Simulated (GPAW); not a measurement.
Cu: energy against volume and a worked fit

```xyz
1
Lattice="0.0000 1.8075 1.8075 1.8075 0.0000 1.8075 1.8075 1.8075 0.0000" Properties=species:S:1:pos:R:3 pbc="T T T"
Cu    0.0000    0.0000    0.0000
```

The cell was scaled at fixed shape and fractions and run with GPAW, GPAW PAW data sets (gpaw-data 1.2.1), cutoff 600 eV; PBE+D3(BJ), k mesh 13 × 13 × 13 on the cell of 1 atom, fermi-dirac occupations of 0.05 eV, no spin polarisation, no spin-orbit coupling. Energies are those that the program minimises, any entropy of the smearing included. For a metal such a mesh isn't converged to the digits shown.

```csv
V (Å³/atom),energy over the lowest row (meV/atom)
11.1018,4.73
11.3380,0.00
11.5742,0.53
11.8104,5.70
12.0466,14.92
12.2828,?
12.5190,43.70
```

Question: Fit the third-order Birch-Murnaghan form, give V0, B0 and B′, and predict the energy left open.

Answer: With y = (V0/V)^(2/3), E = E0 + (9 V0 B0/16) [(y - 1)³ B′ + (y - 1)² (6 - 4y)]. Least squares through the rows shown give V0 = 11.4296 Å³/atom, E0 = -0.38 meV, B0 = 164.1 GPa (1 eV/Å³ = 160.218 GPa) and B′ = 5.18, with a largest miss of 0.01 meV. At V = 12.2828 the form with these constants gives 27.74 meV; the run gave 27.73 meV an atom. Measured volume: 11.81 Å³/atom at 298 K (a printed reference work), so the fit lies -3.2 % from it. The runs are for a static lattice.
